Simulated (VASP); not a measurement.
**RbCl (measured structure): one PBE single-point calculation in two programs**

```
CELL_PARAMETERS angstrom
0.00000 3.30573 3.30573
3.30573 0.00000 3.30573
3.30573 3.30573 0.00000
ATOMIC_POSITIONS crystal
Rb 0.00000 0.00000 0.00000
Cl 0.50000 0.50000 0.50000
```

The two codes use different PAW datasets and cutoffs. VASP's cell holds 16 valence electrons and Ansatz's 16. Ansatz's stress includes a Pulay correction; VASP's doesn't.

Cutoffs: 520 eV in VASP, 420 eV in Ansatz. k meshes: 6×6×6 and 6×6×6.

```csv
,VASP,Ansatz
gap between bands v and c,4.95 eV,4.96 eV
least direct gap,4.95 eV,4.96 eV
pressure,0.6 GPa,0.6 GPa
```

Band v is the last that the valence electrons fill when counted band by band, and c is the next. Levels in eV from the top of v, Ansatz:

```
point    v−1      v     c   c+1
    Γ   0.00   0.00  4.96  7.98
    X  -0.10  -0.10  6.21  8.00
    K  -0.28  -0.22  6.94  8.66
    L  -0.32  -0.32  7.70  7.93
    W  -0.24  -0.24  7.65  7.65
```

VASP:

```json
{"point": "Γ", "v−1": "0.00", "v": "0.00", "c": "4.95", "c+1": "7.98"}
{"point": "X", "v−1": "-0.10", "v": "-0.10", "c": "6.22", "c+1": "8.00"}
{"point": "K", "v−1": "-0.28", "v": "-0.22", "c": "6.94", "c+1": "8.67"}
{"point": "L", "v−1": "-0.33", "v": "-0.33", "c": "7.70", "c+1": "7.92"}
{"point": "W", "v−1": "-0.24", "v": "-0.24", "c": "7.65", "c+1": "7.65"}
```
